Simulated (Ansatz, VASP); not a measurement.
**Two plane-wave programs on NaF**

```
CELL_PARAMETERS angstrom
0.00000 2.32330 2.27683
2.32330 0.00000 2.27683
2.32330 2.32330 0.00000
ATOMIC_POSITIONS crystal
Na 0.00000 0.00000 0.00000
F 0.50000 0.50000 0.50000
```

Change from the starting cell: strain -0.0200 x Voigt [0, 0, 1, 0, 0, 0], atoms carried along.

Alike in both runs: task single point; functional PBEsol; k mesh 8 × 8 × 8; occupations gaussian, width 0.05 eV; no spin polarisation.

```csv
,VASP,Ansatz
version,VASP 6.6.1,Ansatz 0.2.0
potentials or method,"VASP PAW PBE potentials, release 64 (Na_pv, F)","scalar-relativistic, plane waves, PAW"
plane-wave cutoff (eV),520,420
valence electrons in the cell,14,16
```

VASP gave:

| Quantity | Value |
| --- | --- |
| gap on the k mesh at the Fermi level (eV) | 6.22 |
| least direct gap on the mesh (eV) | 6.22 |
| pressure (GPa) | 0.5 |
| largest component of the traceless stress (GPa) | 1.22 |

Question: Estimate Ansatz's values.

Answer: gap on the k mesh at the Fermi level (eV): 6.24; least direct gap on the mesh (eV): 6.24; pressure (GPa): 0.5; largest component of the traceless stress (GPa): 1.17.

The two sets of potentials don't hold the same shells in valence.

Caveats: the PAW data sets were made with another functional, which shifts forces and pressure a little (VASP).
